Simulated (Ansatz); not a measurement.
# PbO2 (Fm-3m) in Ansatz: further runs

The runs below take PbO2 through single point, with PBEsol.

Everything below comes from runs of Ansatz 0.2.0. Logs are shortened: lines on timing, memory, paths and dates and some standing lists are left out, and cuts for length are marked.

## (1) Starting point

It takes space group Fm-3m (No. 225, cubic). Conventional cell: a = 5.404 Å, b = 5.404 Å, c = 5.404 Å, α = 90.00°, β = 90.00°, γ = 90.00°. Pb (site symmetry m-3m) is surrounded by 8 O at 2.34 Å. O (site symmetry -43m) is surrounded by 4 Pb at 2.34 Å.

The cell comes from a database or a generator and needn't be the stable form of this composition.

## (2) Single point, PBEsol, 12.36 Å³/atom (volume scaled by 0.94)

input.yaml reads:

```yaml
crystal:
  lattice:
    - [0.0, 2.6468338291, 2.6468338291]
    - [2.6468338291, 0.0, 2.6468338291]
    - [2.6468338291, 2.6468338291, 0.0]
  atoms:
    - { symbol: Pb, position: [0.0, 0.0, 0.0] }
    - { symbol: O, position: [0.75, 0.75, 0.75] }
    - { symbol: O, position: [0.25, 0.25, 0.25] }
kpoints:
  mp_grid: { grid: [9, 9, 9] }
scf:
  occupations: { method: fermi_dirac, width: 0.05 }
hamiltonian:
  xc: pbesol
  pseudopotentials: { kind: all_electron, lapw: { basis_error: 0.001 } }
output:
  forces: true
  stress: true
  eigenvalues: true
```

Potentials or basis: all-electron LAPW, scalar-relativistic.

Started as:

```
$ ansatz run input.yaml --threads 2 --pin off --max-ram 8192MiB --backend cpu --events-out ev --progress --plain --runs-dir out
```

Log:

```text
Warning: RAYON_NUM_THREADS=2 ignored (pool sized by the plan → 2); use --threads N
LAPW: plane waves up to 9.293 Å⁻¹, error target 1.0e-3 eV per atom; small_component_spin mean_spin; O in spheres of 1.009 Å, 8 of its electrons in bands, Dirac shells []; Pb in spheres of 1.283 Å, 46 of its electrons in bands, Dirac shells [] (how accurate: hamiltonian.pseudopotentials.lapw.basis_error, Limitations)
Engine: ansatz 0.2.0, aarch64-unknown-linux-gnu
Pseudopotentials: kind: all_electron
Pseudopotential: Pb, LAPW, valence charge 46, lapw/all_electron/scalar/gaussian/Pb, Koelling and Harmon's equation, gaussian nucleus
Pseudopotential: O, LAPW, valence charge 8, lapw/all_electron/scalar/gaussian/O, Koelling and Harmon's equation, gaussian nucleus
Functional definition: PBEsol
  exchange = pbesol_x
  correlation = pbesol_c
Crystal: 3 atoms, lattice volume = 37.086 Å³
Basis set: ecut = 329.0631926249711 eV, 531 PW (Γ), exchange–correlation at level 2
Bands: 38, of which v1, the nominal top of the filled ones, is band 31 counted from 1 (30 counted from 0)
Symmetry: 48 space group operations
Space group: Fm-3m (ITA 225), of the structure as read, at distance tolerance 3.3e-5 Å
k-points: 35 of 729
Non-local potential: Pb, projectors of the file, none
Non-local potential: O, projectors of the file, none
Initial density: superposition of atomic densities (chi_scale 0.1, normalization cell, long waves kept (reshape's long-wave potential 0.00 eV rms))
Initial wavefunctions: plane waves of lowest kinetic energy (no species holds an atomic orbital)
Functional: x = pbesol(κ = 0.804, μ = 0.12345679012345678), c = pbesol(β = 0.046)
iter 1 solved again at ethr=7.73e-3 eV; its pass at ethr=1.00e-1 eV (dr2=4.79e0 eV) is discarded
SCF iter   1: F=—  HF=-571998.649061 eV  |F-HF|=—  |Δ(HF+E_count)|=         —  Δρ=1.01e-1  dr2=4.79e0  ethr=7.73e-3  ⟨swp⟩=2.0  Hψ=8132  notcnv=0
preconditioner: auto → none  [insulator: Δε(μ)=1.026 eV  Ē_g=20.673 eV  σ=0.050 eV  W_gap=0.93  n_scr=14 (ndim 8)  ℏωp=31.1 eV  f_vac=0.109  D(μ)=0.05/eV (n_scr^D=0)  ε∞_Penn≈3.3]
iter 2 solved again at ethr=6.91e-4 eV; its pass at ethr=7.72e-3 eV (dr2=4.28e-1 eV) is discarded
SCF iter   2: F=—  HF=-571996.823430 eV  |F-HF|=—  |Δ(HF+E_count)|=    1.83e0  Δρ=3.35e-2  dr2=4.28e-1  ethr=6.91e-4  ⟨swp⟩=2.0  Hψ=6581  notcnv=0
SCF iter   3: F=—  HF=-571996.021441 eV  |F-HF|=—  |Δ(HF+E_count)|=   8.02e-1  Δρ=1.22e-2  dr2=6.56e-2  ethr=6.91e-4  ⟨swp⟩=3.0  Hψ=4058  notcnv=0
SCF iter   4: F=—  HF=-571996.009735 eV  |F-HF|=—  |Δ(HF+E_count)|=         —  Δρ=1.17e-3  dr2=6.05e-4  ethr=1.06e-4  ⟨swp⟩=2.0  Hψ=4047  notcnv=0
the basis was enlarged: its passes take 168.9 KiB over the memory plan, 2 of 2 planned eigensolver slots
SCF iter   5: F=—  HF=-571996.008182 eV  |F-HF|=—  |Δ(HF+E_count)|=   1.55e-3  Δρ=2.94e-4  dr2=4.54e-5  ethr=9.75e-7  ⟨swp⟩=2.3  Hψ=3829  notcnv=0
SCF iter   6: F=—  HF=-571996.008176 eV  |F-HF|=—  |Δ(HF+E_count)|=   6.11e-6  Δρ=8.21e-5  dr2=2.19e-6  ethr=7.32e-8  ⟨swp⟩=3.0  Hψ=4024  notcnv=0
SCF iter   7: F=—  HF=-571996.008172 eV  |F-HF|=—  |Δ(HF+E_count)|=   3.16e-6  Δρ=1.66e-5  dr2=1.14e-7  ethr=3.54e-9  ⟨swp⟩=3.0  Hψ=3931  notcnv=0
SCF iter   8: F=-571996.008172 eV  HF=-571996.008172 eV  |F-HF|=7.92e-9  |Δ(HF+E_count)|=   2.39e-8  Δρ=3.88e-6  dr2=5.19e-9  ethr=1.84e-10  ⟨swp⟩=3.0  Hψ=3957  notcnv=0
SCF 1 converged in 8 iterations: F = -571996.008172 eV  dr2 = 5.19e-9
SCF converged after 8 iterations
Free energy (F): -571996.008172 eV
Harris-Foulkes:  -571996.008172 eV  (|F-HF|=7.92e-9)
Internal energy: -571996.002399 eV  (E = F + TS)
E sigma→0 (E₀):  -571996.005285 eV
Entropy (-TS):   -0.005774 eV (-1.925 meV/atom)
Fermi energy:    14.460342 eV
--- Per-component energies (eV) ---
  E_band       = -7861.486581
  E_kinetic    = 658799.405848
  E_xc         = -10880.412593
  E_electrostatic = -1219914.995653  (all electrons and nuclei)
  E_smearing   = -0.005774  (= −TS)
  E_closure    = 0.000000  (closes the sum)
  E_atoms      = -571979.217821  (free atoms, spherical and without spin; not in F)
  Σ components = -571996.008172   (vs F -571996.008172, Δ=0.00e0)
  Basis errors (estimates in eV, not in F): energy 4.0e-4 per atom: plane waves 3.6e-4 (2.1e-4 summed), levels above the bands 6.0e-154, relativity 5.7e-8, radial functions 3.7e-5, core shells 7.2e-8; eigenvalues (radial functions only) 1.2e-5; not estimated: angular momenta, meshes, grids; target (lapw.basis_error) 1.0e-3; muffin-tin radii O 1.009 Å, Pb 1.283 Å
--- Forces (eV/Å), atoms counted from 1 ---
  atom   1  Pb    -0.00000000     0.00000000     0.00000000
  atom   2  O     -0.00000000    -0.00000000    -0.00000000
  atom   3  O     -0.00000000    -0.00000000     0.00000000
  max |Σ_I F_I| component: 1.39e-17 eV/Å
--- Stress (GPa, compression-positive) ---
        3.432255      -0.000000      -0.000000
       -0.000000       3.432255      -0.000000
       -0.000000      -0.000000       3.432255
  P = ⅓ Tr σ = 3.4323 GPa (34.323 kbar)
--- Band table (eV; the first three rows and the last of 35) ---
  k-point 0: bands = ["-488.3882", "-488.3882", "-380.9278", "-380.9278", "-380.9136", "-380.9136", "-380.9136", "-123.5738", "-112.5749", "-112.5749", "-112.5749", "-112.5670", "-112.5670", "-112.5670", "-112.5572", "-65.3955", "-65.3955", "-65.3955", "-4.5234", "-1.2728", "-1.2728", "-1.2728", "-1.2402", "-0.9489", "-0.9489", "12.1799", "12.3727", "12.3727", "12.3727", "13.1152", "13.1152", "13.1152", "21.4837", "21.4837", "21.4837", "26.2675", "30.1995", "30.1995"]
  k-point 1: bands = ["-488.3882", "-488.3882", "-380.9278", "-380.9278", "-380.9136", "-380.9136", "-380.9136", "-123.5738", "-112.5749", "-112.5749", "-112.5749", "-112.5670", "-112.5670", "-112.5670", "-112.5572", "-65.3957", "-65.3956", "-65.3956", "-4.4111", "-1.9365", "-1.2538", "-1.2538", "-0.9504", "-0.9504", "-0.5555", "10.9187", "12.1731", "12.2413", "12.2413", "13.1045", "13.1045", "14.3732", "21.2144", "21.7670", "21.7670", "27.2888", "30.1057", "30.1057"]
  k-point 2: bands = ["-488.3882", "-488.3882", "-380.9278", "-380.9278", "-380.9136", "-380.9136", "-380.9136", "-123.5738", "-112.5749", "-112.5749", "-112.5749", "-112.5670", "-112.5670", "-112.5670", "-112.5572", "-65.3960", "-65.3956", "-65.3956", "-4.1223", "-2.4649", "-1.2128", "-1.2128", "-0.9461", "-0.9461", "0.0130", "9.4552", "11.7282", "11.9376", "11.9376", "13.0601", "13.0601", "15.7711", "21.0468", "22.5232", "22.5232", "29.2023", "29.9398", "29.9398"]
  k-point 34: bands = ["-488.3882", "-488.3882", "-380.9278", "-380.9278", "-380.9136", "-380.9136", "-380.9136", "-123.5738", "-112.5749", "-112.5749", "-112.5749", "-112.5670", "-112.5670", "-112.5670", "-112.5572", "-65.3964", "-65.3963", "-65.3960", "-3.3202", "-3.2560", "-1.0508", "-0.9583", "-0.9260", "-0.1526", "0.2431", "6.0765", "9.3364", "11.3052", "12.0165", "13.9581", "14.4118", "17.0212", "22.6682", "23.7878", "23.9178", "25.9012", "30.7064", "31.8462"]
```

Wall time 7.9 s (2 threads of Arm Neoverse V2, shared host); peak memory 0.37 GiB.

Results:

- Free energy: -571996.0082 eV
- Pressure: 3.4 GPa
- Band gap on the k mesh: none (metal or under the smearing width)

## (3) Single point, PBEsol, 12.63 Å³/atom (volume scaled by 0.96)

Edit input.yaml of step 2 so:

```diff
@@ -2,5 +2,5 @@
   lattice:
-    - [0.0, 2.6468338291, 2.6468338291]
-    - [2.6468338291, 0.0, 2.6468338291]
-    - [2.6468338291, 2.6468338291, 0.0]
+    - [0.0, 2.6654741181, 2.6654741181]
+    - [2.6654741181, 0.0, 2.6654741181]
+    - [2.6654741181, 2.6654741181, 0.0]
   atoms:
```

Potentials or basis: all-electron LAPW, scalar-relativistic.

Started as:

```
$ ansatz run input.yaml --threads 2 --pin off --max-ram 8192MiB --backend cpu --events-out ev --progress --plain --runs-dir out
```

It took 7.9 s on 2 threads of Arm Neoverse V2, shared host; peak memory 0.37 GiB.

Results (log left out):

```yaml
Free_energy: -571996.0165 eV
Pressure: 0.0 GPa
Band_gap_on_the_k_mesh: none (metal or under the smearing width)
```

## (4) Single point, PBEsol, 12.89 Å³/atom (volume scaled by 0.98)

Edit input.yaml of step 3 so:

```diff
@@ -2,5 +2,5 @@
   lattice:
-    - [0.0, 2.6654741181, 2.6654741181]
-    - [2.6654741181, 0.0, 2.6654741181]
-    - [2.6654741181, 2.6654741181, 0.0]
+    - [0.0, 2.6838572791, 2.6838572791]
+    - [2.6838572791, 0.0, 2.6838572791]
+    - [2.6838572791, 2.6838572791, 0.0]
   atoms:
```

Started as:

```
$ ansatz run input.yaml --threads 2 --pin off --max-ram 8192MiB --backend cpu --events-out ev --progress --plain --runs-dir out
```

Wall time 7.9 s (2 threads of Arm Neoverse V2, shared host); peak memory 0.37 GiB.

The run converged. Its results:

```
Free energy            : -571996.0090 eV
Pressure               : -3.0 GPa
Band gap on the k mesh : none (metal or under the smearing width)
```

## (5) Single point, PBEsol, 13.15 Å³/atom

Edit input.yaml of step 4 so:

```diff
@@ -2,5 +2,5 @@
   lattice:
-    - [0.0, 2.6838572791, 2.6838572791]
-    - [2.6838572791, 0.0, 2.6838572791]
-    - [2.6838572791, 2.6838572791, 0.0]
+    - [0.0, 2.701992, 2.701992]
+    - [2.701992, 0.0, 2.701992]
+    - [2.701992, 2.701992, 0.0]
   atoms:
```

Started as:

```
$ ansatz run input.yaml --threads 2 --pin off --max-ram 8192MiB --backend cpu --events-out ev --progress --plain --runs-dir out
```

It took 8 s on 2 threads of Arm Neoverse V2, shared host; peak memory 0.36 GiB.

Results (log left out):

```yaml
Free_energy: -571995.9875 eV
Pressure: -5.7 GPa
Band_gap_on_the_k_mesh: none (metal or under the smearing width)
```

## (6) Single point, PBEsol, 13.41 Å³/atom (volume scaled by 1.02)

Edit input.yaml of step 5 so:

```diff
@@ -2,5 +2,5 @@
   lattice:
-    - [0.0, 2.701992, 2.701992]
-    - [2.701992, 0.0, 2.701992]
-    - [2.701992, 2.701992, 0.0]
+    - [0.0, 2.7198865082, 2.7198865082]
+    - [2.7198865082, 0.0, 2.7198865082]
+    - [2.7198865082, 2.7198865082, 0.0]
   atoms:
```

Potentials or basis: all-electron LAPW, scalar-relativistic.

Started as:

```
$ ansatz run input.yaml --threads 2 --pin off --max-ram 8192MiB --backend cpu --events-out ev --progress --plain --runs-dir out
```

It took 7.9 s on 2 threads of Arm Neoverse V2, shared host; peak memory 0.36 GiB.

It converged, with:

```yaml
Free_energy: -571995.9535 eV
Pressure: -8.0 GPa
Band_gap_on_the_k_mesh: none (metal or under the smearing width)
```

## (7) Single point, PBEsol, 13.68 Å³/atom (volume scaled by 1.04)

Edit input.yaml of step 6 so:

```diff
@@ -2,5 +2,5 @@
   lattice:
-    - [0.0, 2.7198865082, 2.7198865082]
-    - [2.7198865082, 0.0, 2.7198865082]
-    - [2.7198865082, 2.7198865082, 0.0]
+    - [0.0, 2.7375486038, 2.7375486038]
+    - [2.7375486038, 0.0, 2.7375486038]
+    - [2.7375486038, 2.7375486038, 0.0]
   atoms:
```

Started as:

```
$ ansatz run input.yaml --threads 2 --pin off --max-ram 8192MiB --backend cpu --events-out ev --progress --plain --runs-dir out
```

Wall time 7.5 s (2 threads of Arm Neoverse V2, shared host); peak memory 0.37 GiB.

It converged, with:

| Quantity | Value |
| --- | --- |
| Free energy | -571995.9087 eV |
| Pressure | -10.1 GPa |
| Band gap on the k mesh | none (metal or under the smearing width) |

## (8) Single point, PBEsol, 13.94 Å³/atom (volume scaled by 1.06)

Edit input.yaml of step 7 so:

```diff
@@ -2,5 +2,5 @@
   lattice:
-    - [0.0, 2.7375486038, 2.7375486038]
-    - [2.7375486038, 0.0, 2.7375486038]
-    - [2.7375486038, 2.7375486038, 0.0]
+    - [0.0, 2.7549856893, 2.7549856893]
+    - [2.7549856893, 0.0, 2.7549856893]
+    - [2.7549856893, 2.7549856893, 0.0]
   atoms:
```

Started as:

```
$ ansatz run input.yaml --threads 2 --pin off --max-ram 8192MiB --backend cpu --events-out ev --progress --plain --runs-dir out
```

It took 7.4 s on 2 threads of Arm Neoverse V2, shared host; peak memory 0.37 GiB.

It converged, with:

```
Free energy            : -571995.8543 eV
Pressure               : -11.9 GPa
Band gap on the k mesh : none (metal or under the smearing width)
```

## (9) The reference run

An earlier run on the cell as given: functional PBEsol; potentials or basis all-electron LAPW, scalar-relativistic; cutoff 314 eV (chosen from the basis error); basis error allowed 0.001 eV/atom; k mesh 9 × 9 × 9; occupations fermi-dirac, width 0.05 eV; no spin polarisation.

- Pressure: -5.7 GPa
- Band gap on the k mesh: none (metal or under the smearing width)
- Loewdin charges: Pb +1.35; O -0.63 e
